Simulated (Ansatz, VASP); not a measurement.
# Yb in VASP and in Ansatz

INCAR

```
PREC     = Accurate       # precision mode
ENCUT    = 520            # plane-wave cutoff, eV
EDIFF    = 1E-6           # SCF threshold, eV
ISMEAR   = -1             # smearing method
SIGMA    = 0.1            # smearing width, eV
LREAL    = False          # projectors in reciprocal space
LASPH    = True           # aspherical terms in the spheres
NELM     = 60             # most SCF steps
ALGO     = Normal         # electronic algorithm
ISIF     = 2              # what is computed and relaxed
LWAVE    = False          # write WAVECAR
LCHARG   = False          # write CHGCAR
GGA      = PE             # functional
NBANDS   = 18             # bands
```

The input KPOINTS:

```
Automatic mesh
0
Gamma
  13 13 13
```

The input POSCAR:

```
Yb
1.0
    3.3337236273      0.0000000000      0.0000000000
    0.0000000000      3.3337236273      0.0000000000
    0.0000000000      0.0000000000      3.3337236273
Yb
1
Direct
    0.0000000000      0.0000000000      0.0000000000
```

Input for Ansatz:

```yaml
crystal:
  lattice:
    - [3.3337236273, 0.0, 0.0]
    - [0.0, 3.3337236273, 0.0]
    - [0.0, 0.0, 3.3337236273]
  atoms:
    - { symbol: Yb, position: [0.0, 0.0, 0.0] }
kpoints:
  mp_grid: { grid: [13, 13, 13] }
scf:
  occupations: { method: fermi_dirac, width: 0.1 }
hamiltonian:
  xc: pbe
  pseudopotentials: { kind: all_electron, lapw: { basis_error: 0.001 } }
output:
  forces: true
  stress: true
  eigenvalues: true
  populations: true
```

Change from the starting cell: volume scaled by 0.95, LAPW.

Alike in both runs: task single point; functional PBE; k mesh 13 × 13 × 13; occupations fermi-dirac, width 0.1 eV; no spin polarisation.

|  | VASP | Ansatz |
| --- | --- | --- |
| version | VASP 6.6.1 | Ansatz 0.2.0 |
| potentials or method | VASP PAW PBE potentials, release 64 (Yb) | all-electron LAPW, scalar-relativistic |
| plane-wave cutoff (eV) | 520 | see its input |

```tsv
	VASP	Ansatz	Ansatz less VASP
pressure (GPa)	0.1	0.7	+0.50
```

Ansatz ran all-electron here, so the differences hold the error of VASP's frozen core and of both bases.

Spin-orbit coupling is left out, which matters for the levels of Yb. Spin polarisation is off, so any magnetic state and its effect on volume and gap are missing.
